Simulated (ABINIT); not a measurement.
# Ti (Im-3m) in ABINIT: settings compared, part 2 of 2

ABINIT 10.8.3 (patched build). The steps go on from the part before.

### Step 3. Band structure, PBE

run.abi

```
ndtset 2

pp_dirpath "./"
pseudos "Ti_ONCV_PBE-1.2.upf"

acell 2.8422953752 2.8422953752 2.8422953752 Angstrom
rprim
    -0.5773502692     0.5773502692     0.5773502692
     0.5773502692    -0.5773502692     0.5773502692
     0.5773502692     0.5773502692    -0.5773502692
ntypat 1
znucl 22
natom 1
typat 1
xred
     0.0000000000     0.0000000000     0.0000000000

ecut 42.0

ixc 11

occopt 3
tsmear 0.05 eV

nstep 100

iomode 3
prtwf 0
prteig 0
prtebands 0
enunit 1
prtden1 1
prtvha1 1
prtvclmb1 1
prtpot1 1
prtelf1 1

kptopt1 1
ngkpt1 11 11 11
nshiftk1 1
shiftk1 0.0 0.0 0.0
nband1 10
tolvrs1 1.0e-10

iscf2 -2
getden2 1
nband2 16
nbdbuf2 4
tolwfr2 1.0e-11
kptopt2 -5
ndivsm2 8
prteig2 1
prtvol2 -3
kptbounds2
     0.0000000000     0.0000000000     0.0000000000
     0.5000000000    -0.5000000000     0.5000000000
     0.0000000000     0.0000000000     0.5000000000
     0.0000000000     0.0000000000     0.0000000000
     0.2500000000     0.2500000000     0.2500000000
     0.5000000000    -0.5000000000     0.5000000000
```

Potentials or basis: SG15 NC PBE v1.2.

Command:

```bash
> abinit run.abi > log 2>&1
```

run.abo:

```text
.Version 10.8.3 of ABINIT
 DATASET    1 : space group Im -3 m (#229); Bravais cI (body-center cubic)
================================================================================
 Values of the parameters that define the memory need for DATASET  1.
     intxc =       0    ionmov =       0      iscf =       7    lmnmax =       6
     lnmax =       6     mgfft =      32  mpssoang =       3    mqgrid =    3001
     natom =       1  nloc_mem =       1    nspden =       1   nspinor =       1
    nsppol =       1      nsym =      48    n1xccc =       0    ntypat =       1
    occopt =       3   xclevel =       2
       mpw =        1565          nfft =       32768          nkpt =          56
================================================================================
================================================================================

 DATASET    2 : space group Im -3 m (#229); Bravais cI (body-center cubic)
================================================================================
 Values of the parameters that define the memory need for DATASET  2.
     intxc =       0    ionmov =       0      iscf =      -2    lmnmax =       6
     lnmax =       6     mgfft =      32  mpssoang =       3    mqgrid =    3001
     natom =       1  nloc_mem =       1    nspden =       1   nspinor =       1
    nsppol =       1      nsym =      48    n1xccc =       0    ntypat =       1
    occopt =       3   xclevel =       2
       mpw =        1566          nfft =       32768          nkpt =          48
================================================================================
================================================================================

--------------------------------------------------------------------------------
------------- Echo of variables that govern the present computation ------------
--------------------------------------------------------------------------------
 -outvars: echo values of preprocessed input variables --------
            acell      5.3711598281E+00  5.3711598281E+00  5.3711598281E+00 Bohr
              amu      4.78800000E+01
             ecut      4.20000000E+01 Hartree
           enunit           1
           getden1          0
           getden2          1
             iscf1          7
             iscf2         -2
              ixc          11
           jdtset        1    2
           kptopt1          1
           kptopt2         -5
         kptrlatt       11    0    0      0   11    0      0    0   11
          kptrlen1     5.90827581E+01
          kptrlen2     3.00000000E+01
            natom           1
            nband1         10
            nband2         16
           nbdbuf1          0
           nbdbuf2          4
           ndtset           2
           ndivsm1          0
           ndivsm2          8
            ngfft          32      32      32
             nkpt1         56
             nkpt2         48
            nstep         100
             nsym          48
           ntypat           1
           occopt           3
        prtebands           0
           prteig1          0
           prteig2          1
           prtelf1          1
[... 231 lines left out ...]
  9.29E-12  1.51E-12  1.54E-12  3.21E-12  1.07E-12  1.70E-12  3.55E-12  2.19E-12
[... 260 lines left out ...]
  3.8505E-01  4.2274E-01  4.2274E-01  5.9355E-01  5.9355E-01  6.1092E-01
  8.4925E-01  8.4925E-01  9.7844E-01  1.2799E+00
 Non-SCF case, kpt   47 (  0.47500 -0.42500  0.47500), residuals and eigenvalues=
  6.61E-12  1.05E-12  5.76E-12  8.59E-13  1.88E-12  2.00E-12  3.80E-12  2.87E-12
  5.25E-12  9.19E-13  1.29E-12  7.40E-12  4.95E-12  5.48E-12  6.46E-12  1.48E-11
 -1.7796E+00 -9.1704E-01 -9.1704E-01 -9.1621E-01  2.1826E-01  2.1826E-01
  4.1836E-01  4.2988E-01  4.2988E-01  5.9380E-01  5.9380E-01  5.9975E-01
  8.3188E-01  8.3188E-01  9.4279E-01  1.3014E+00
 Non-SCF case, kpt   48 (  0.50000 -0.50000  0.50000), residuals and eigenvalues=
  9.23E-12  5.50E-12  1.46E-12  7.42E-12  3.59E-12  9.47E-13  1.79E-12  3.27E-12
  2.88E-12  8.07E-12  7.29E-13  7.81E-13  2.90E-12  4.74E-12  6.43E-12  2.47E-12
 -1.7795E+00 -9.1696E-01 -9.1696E-01 -9.1696E-01  2.1585E-01  2.1585E-01
  4.3262E-01  4.3262E-01  4.3262E-01  5.9357E-01  5.9357E-01  5.9357E-01
  8.2614E-01  8.2614E-01  9.2996E-01  1.3060E+00

--- !ResultsGS
iteration_state: {dtset: 2, }
comment   : Summary of ground state results
lattice_vectors:
- [ -3.1010406,   3.1010406,   3.1010406, ]
- [  3.1010406,  -3.1010406,   3.1010406, ]
- [  3.1010406,   3.1010406,  -3.1010406, ]
lattice_lengths: [   5.37116,    5.37116,    5.37116, ]
lattice_angles: [109.471, 109.471, 109.471, ] # degrees, (23, 13, 12)
lattice_volume:   1.1928404E+02
convergence: {deltae:  0.000E+00, res2:  0.000E+00, residm:  9.962E-12, diffor:  0.000E+00, }
etotal    :  -5.76896657E+01
entropy   :   0.00000000E+00
fermie    :   2.90891103E-01
cartesian_stress_tensor: null
pressure_GPa: null
xred      :
- [  0.0000E+00,   0.0000E+00,   0.0000E+00, Ti]
cartesian_forces: null
force_length_stats: {min: null, max: null, mean: null, }
...

 Integrated electronic density in atomic spheres:
 ------------------------------------------------
 Atom  Sphere_radius  Integrated_density
    1        2.00000          9.52283370
================================================================================

 ----iterations are completed or convergence reached----

 Mean square residual over all n,k,spin=   39.174E-13; max=  99.622E-13
 reduced coordinates (array xred) for    1 atoms
       0.000000000000      0.000000000000      0.000000000000

 cartesian coordinates (angstrom) at end:
    1      0.00000000000000     0.00000000000000     0.00000000000000
 length scales=  5.371159828062  5.371159828062  5.371159828062 bohr
              =  2.842295375200  2.842295375200  2.842295375200 angstroms
 Eigenvalues (   eV  ) for nkpt=  48  k points:
 kpt#   1, nband= 16, wtk=  1.00000, kpt=  0.0000  0.0000  0.0000 (reduced coord)
 -48.63270  -24.51311  -24.51311  -24.51311    2.01947    8.90215    8.90215    8.90215
  10.63050   10.63050   25.31085   25.31085   25.31085   30.99491   30.99491   34.40790
 kpt#   2, nband= 16, wtk=  1.00000, kpt=  0.0455 -0.0455  0.0455 (reduced coord)
 -48.62778  -24.53164  -24.52143  -24.52143    2.15854    8.88861    8.88861    8.95348
  10.51053   10.67479   24.97309   25.42594   25.42594   30.02565   31.70105   32.82579
 kpt#   3, nband= 16, wtk=  1.00000, kpt=  0.0909 -0.0909  0.0909 (reduced coord)
 -48.61357  -24.58326  -24.54586  -24.54586    2.56442    8.86159    8.86159    9.10467
  10.16682   10.79690   24.29459   25.64533   25.64533   28.21240   31.51465   31.51554
 kpt#   4, nband= 16, wtk=  1.00000, kpt=  0.1364 -0.1364  0.1364 (reduced coord)
 -48.59164  -24.65736  -24.58480  -24.58480    3.20222    8.85568    8.85568    9.34726
   9.64448   10.96659   23.65261   25.54653   25.54653   26.37231   30.90043   30.90043
 kpt#   5, nband= 16, wtk=  1.00000, kpt=  0.1818 -0.1818  0.1818 (reduced coord)
 -48.56431  -24.73985  -24.63559  -24.63559    4.00897    8.91307    8.91307    9.00735
   9.66686   11.14636   23.16732   24.72841   24.72841   24.80235   31.34241   31.34241
 kpt#   6, nband= 16, wtk=  1.00000, kpt=  0.2273 -0.2273  0.2273 (reduced coord)
 -48.53432  -24.81701  -24.69453  -24.69453    4.88030    8.32412    9.07135    9.07135
[... 113 lines left out ...]
 -48.46302  -24.97035  -24.97035  -24.70611    6.74485    6.74485    8.46166   11.03116
  11.03116   15.96327   15.96327   16.93813   24.98481   24.98481   28.56290   32.59684
 kpt#  45, nband= 16, wtk=  1.00000, kpt=  0.4250 -0.2750  0.4250 (reduced coord)
 -48.44821  -24.96571  -24.96571  -24.79302    6.41151    6.41151    9.42929   11.25754
  11.25754   16.08943   16.08943   16.84152   23.89799   23.89799   27.92824   33.53525
 kpt#  46, nband= 16, wtk=  1.00000, kpt=  0.4500 -0.3500  0.4500 (reduced coord)
 -48.43519  -24.95922  -24.95922  -24.87422    6.12756    6.12756   10.47786   11.50328
  11.50328   16.15142   16.15142   16.62395   23.10925   23.10925   26.62475   34.82890
 kpt#  47, nband= 16, wtk=  1.00000, kpt=  0.4750 -0.4250  0.4750 (reduced coord)
 -48.42627  -24.95390  -24.95390  -24.93135    5.93920    5.93920   11.38409   11.69751
  11.69751   16.15803   16.15803   16.32010   22.63671   22.63671   25.65453   35.41198
 kpt#  48, nband= 16, wtk=  1.00000, kpt=  0.5000 -0.5000  0.5000 (reduced coord)
 -48.42310  -24.95187  -24.95187  -24.95187    5.87345    5.87345   11.77223   11.77223
  11.77223   16.15177   16.15177   16.15177   22.48043   22.48043   25.30563   35.53933

== END DATASET(S) ==============================================================
================================================================================

 -outvars: echo values of variables after computation  --------
            acell      5.3711598281E+00  5.3711598281E+00  5.3711598281E+00 Bohr
           etotal1    -5.7689665703E+01
            fcart1    -0.0000000000E+00 -0.0000000000E+00 -0.0000000000E+00
            rprim     -5.7735026920E-01  5.7735026920E-01  5.7735026920E-01
                       5.7735026920E-01 -5.7735026920E-01  5.7735026920E-01
                       5.7735026920E-01  5.7735026920E-01 -5.7735026920E-01
           strten1     8.2831988933E-05  8.2831988933E-05  8.2831988933E-05
                       0.0000000000E+00  0.0000000000E+00  0.0000000000E+00
 Calculation completed.
```

Wall time 47 s (1 thread of Arm Neoverse N1, shared host); peak memory 0.11 GiB.

Results:

- Free energy: -1569.8158 eV
- Pressure: -2.4 GPa
- Band gap on the k mesh: none (metal or under the smearing width)
- Valence electrons inside the program's atomic spheres: Ti 9.52 (radii [1.0584] Å)

Levels at the corners of the path, in eV from the Fermi level:
```
point  band 3  band 4  band 5  band 6  band 7  band 8  band 9  band 10
    Γ  -32.43  -32.43   -5.90    0.99    0.99    0.99    2.71     2.71
    H  -32.87  -32.87   -2.04   -2.04    3.86    3.86    3.86     8.24
    N  -32.63  -32.43   -2.40   -0.37    1.08    2.70    3.04     4.20
    Γ  -32.43  -32.43   -5.90    0.99    0.99    0.99    2.71     2.71
    P  -32.74  -32.74   -0.60   -0.60   -0.60    3.10    3.10     8.92
    H  -32.87  -32.87   -2.04   -2.04    3.86    3.86    3.86     8.24
```
